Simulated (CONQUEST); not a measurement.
**Cd under changes of volume**

One of the cells (22.264 Å³/atom); the others are scaled copies at fixed shape and fractional positions:

```xyz
2
Lattice="3.1577 0.0000 0.0000 0.0000 3.1577 0.0000 0.0000 0.0000 4.4657" Properties=species:S:1:pos:R:3 pbc="T T T"
Cd    0.0000    0.0000    0.0000
Cd    1.5789    1.5789    2.2328
```

This isn't the form of Cd at room conditions, which is hcp.

```yaml
Program: CONQUEST 1.3
Functional: PBE
Potentials_or_basis: PseudoDojo NC PBE, DZP, grid of 32 × 32 × 48 points
k_mesh: 9 × 9 × 6
Occupations: fermi-dirac, width 0.05 eV
Spin: no spin polarisation
```

```csv
volume (Å³/atom),energy over the lowest point (meV/atom),pressure (GPa)
20.518,?,?
21.827,17.86,3.4
22.264,8.96,2.8
22.701,2.82,1.6
23.137,0.00,0.4
```

Question: What does the run at 20.518 Å³/atom give?

Answer: Energy over the lowest point 59.29 meV/atom; pressure 7.4 GPa.

Worked out: A Birch-Murnaghan fit of order 2 (a polynomial in V^(-2/3)) to the other rows has its minimum at 23.42 Å³/atom, just outside them, with B0 = V·E''(V) = 49 GPa. It gives 67.39 meV/atom at 20.518 Å³/atom, against the run's 59.29, and -dE/dV = 8.4 GPa, against 7.4.

Energies are extrapolated to zero smearing.

Caveats: the basis of atomic orbitals isn't converged, which shifts pressures, moduli and gaps; the real-space grid breaks the cell's symmetry a little (some runs).
